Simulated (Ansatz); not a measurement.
Runs of Ansatz 0.2.0 on ZnCu. Symmetry: Pm-3m, No. 221, cubic system. The conventional cell has a = 2.945 Å, b = 2.945 Å, c = 2.945 Å, α = 90.00°, β = 90.00°, γ = 90.00°. Around Zn (site symmetry m-3m) lie 8 Cu at 2.55 Å. Cu (site symmetry m-3m) has 8 Zn at 2.55 Å as nearest neighbours. 

```tsv
potentials or basis	cutoff (eV)	basis error allowed	pressure (GPa)
all-electron LAPW, scalar-relativistic	295	0.001 eV/atom	-4.5
all-electron LAPW, non-relativistic	295	0.001 eV/atom	(a)
all-electron PAW datasets made for the crystal	300	-	-4.4
all-electron LAPW, inner shells corrected to Dirac's equation	295	0.001 eV/atom	-4.4
```

Alike in all rows: task band structure; level PBEsol; no spin polarisation; cell as given; k mesh 9 × 9 × 9; smearing fermi-dirac 0.05 eV.

Estimate the missing entries.

(a) -1.0.

The runs don't all hold the same shells in valence.
